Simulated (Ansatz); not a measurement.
# Ni$_{3}$Ge: how the free axis answers a strain

Ni$_{3}$Ge, Pm-3m, a = 3.533 Å. The structure is a Materials Project entry; whether it is the stable form wasn't checked. Ansatz: r2SCAN, PAW, 500 eV, Γ-centred 14×14×14 mesh on 4 atoms, Gaussian smearing 0.10 eV; no spin polarisation. Series: uniaxial strain along a, with b, c and atoms relaxed; x is the strain in per cent. y is the change of c in per cent of 3.533 Å.

```
x (%) y (%)
 -3.0      ?
 -1.5   0.54
  0.0   0.00
  1.5  -0.50
  3.0  -0.96
```

Problem. Fit y = c1 x + c2 x² to the other rows, say what c1 measures, and predict the missing y.

Solution. Least squares on the rows shown. y = −0.3467 x + 0.008889 x². So −c1 = 0.347 is Poisson's ratio for this pair of axes. At x = -3.0 the fit asked for gives 1.12 %. The run gave 1.13 %, so the fit is 0.01 % too low, a small miss on the scale of the series. The form still works here, 33 % of the fitted range beyond its end.